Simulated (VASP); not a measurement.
# AgCl: band gap with a hybrid functional, by functional

AgCl, Cmcm (no. 63), 4 atoms in the cell.

| Functional | Gap, path and mesh (eV) | Direct gap, path and mesh (eV) | Gap on the mesh (eV) | Direct gap at Γ (eV) | Time (s) |
|---|---|---|---|---|---|
| PBE0-1/3 | 3.35 | 5.04 | 3.35 | 5.04 | 1514 |
| sX-LDA | 2.00 | 3.21 | 2.00 | 3.21 | 1907 |
| LDA0 | 2.42 | 4.08 | 2.42 | 4.08 | 1641 |

Limits: rows 1, 3: unscreened exchange converges slowly with the k mesh, and this mesh is modest.

## Input of the first row

INCAR.step1:
```
PREC = Accurate
ENCUT = 450
EDIFF = 1E-5
ISMEAR = 0
SIGMA = 0.02
LREAL = F
LASPH = T
GGA_COMPAT = F
ALGO = Normal
NELM = 150
ISIF = 2
LWAVE = T
LCHARG = F
GGA = PE
NBANDS = 26
KPAR = 4
```

INCAR.step2, as INCAR.step1 but for:
```
- EDIFF = 1E-5
- LWAVE = T
+ EDIFF = 1E-6
+ LWAVE = F
+ ISTART = 1
+ LHFCALC = T
+ AEXX = 0.3333
+ PRECFOCK = Fast
+ HFRCUT = -1
```

KPOINTS:
```
k-points
0
Gamma
  4 4 4
```

KPOINTS_OPT:
```
path GXSRAZGYX1A1TY,ZT
6
line-mode
reciprocal
 0.0000000000  0.0000000000  0.0000000000  G
 0.2783418463  0.2783418463  0.0000000000  X

 0.2783418463  0.2783418463  0.0000000000  X
 0.0000000000  0.5000000000  0.0000000000  S

 0.0000000000  0.5000000000  0.0000000000  S
 0.0000000000  0.5000000000  0.5000000000  R

 0.0000000000  0.5000000000  0.5000000000  R
 0.2783418463  0.2783418463  0.5000000000  A

 0.2783418463  0.2783418463  0.5000000000  A
 0.0000000000  0.0000000000  0.5000000000  Z

 0.0000000000  0.0000000000  0.5000000000  Z
 0.0000000000  0.0000000000  0.0000000000  G

 0.0000000000  0.0000000000  0.0000000000  G
-0.5000000000  0.5000000000  0.0000000000  Y

-0.5000000000  0.5000000000  0.0000000000  Y
-0.2783418463  0.7216581537  0.0000000000  X1

-0.2783418463  0.7216581537  0.0000000000  X1
-0.2783418463  0.7216581537  0.5000000000  A1

-0.2783418463  0.7216581537  0.5000000000  A1
-0.5000000000  0.5000000000  0.5000000000  T

-0.5000000000  0.5000000000  0.5000000000  T
-0.5000000000  0.5000000000  0.0000000000  Y

 0.0000000000  0.0000000000  0.5000000000  Z
-0.5000000000  0.5000000000  0.5000000000  T
```

POSCAR:
```
AgCl
1.0
    1.8709097030     -5.5565952358      0.0000000000
    1.8709097030      5.5565952358      0.0000000000
    0.0000000000      0.0000000000      3.9240373500
Ag Cl
2 2
Direct
    0.6034446000      0.3965554000      0.2500000000
    0.3965554000      0.6034446000      0.7500000000
    0.1345512700      0.8654487300      0.7500000000
    0.8654487300      0.1345512700      0.2500000000
```

Commands (each step's output is kept before the next begins):
```
cat potpaw_PBE.64/Ag/POTCAR potpaw_PBE.64/Cl/POTCAR > POTCAR
cp INCAR.step1 INCAR
mpirun -np 4 vasp_std > vasp.out
cp INCAR.step2 INCAR
mpirun -np 4 vasp_std > vasp.out
```

Changes of the last row against the first:
```
(step 2)
- GGA = PE
- AEXX = 0.3333
+ GGA = CA
+ AEXX = 0.25
```

VASP 6.6.1 took 1514 s on 4 cores (Intel Xeon 6975P-C (Granite Rapids)), a shared host.
